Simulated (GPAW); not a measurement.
The system is C.

```
C
1.0
     2.52210    0.00000    0.00000
    -1.26105    2.18420    0.00000
     0.00000    0.00000    8.23710
C
8
Cartesian
  1.2611 0.7281 6.9501
  0.0000 1.4561 2.8315
  1.2611 0.7281 5.4056
  0.0000 1.4561 1.2870
  0.0000 0.0000 7.4649
  0.0000 0.0000 3.3463
  0.0000 0.0000 4.8908
  0.0000 0.0000 0.7722
```

This is a hexagonal form of diamond, not graphite.

Base run:

| Quantity | Value |
| --- | --- |
| Program | GPAW 26.7.0 |
| Functional | PBE |
| Potentials or basis | JTH PAW 2.0, PBE |
| Cutoff | 800 eV |
| Basis | pw |
| k mesh | 7 × 7 × 2 |
| Occupations | fermi-dirac, width 0.05 eV |
| Spin | no spin polarisation |

Its results: band gap on the k mesh 4.41 eV, indirect (least direct gap 5.19 eV); pressure 0.6 GPa; largest force 0.334 eV/Å.

The run is repeated on the same cell with these changes: potentials or basis from JTH PAW 2.0, PBE to SG15 ONCV 1.2; cutoff from 800 eV to 1100 eV. What comes out?

Band gap on the k mesh 4.47 eV, indirect (least direct gap 5.19 eV); pressure 1.1 GPa; largest force 0.327 eV/Å.

Caveats: the program truncates these outside data sets (some runs).

Not every run made on this cell is shown here.
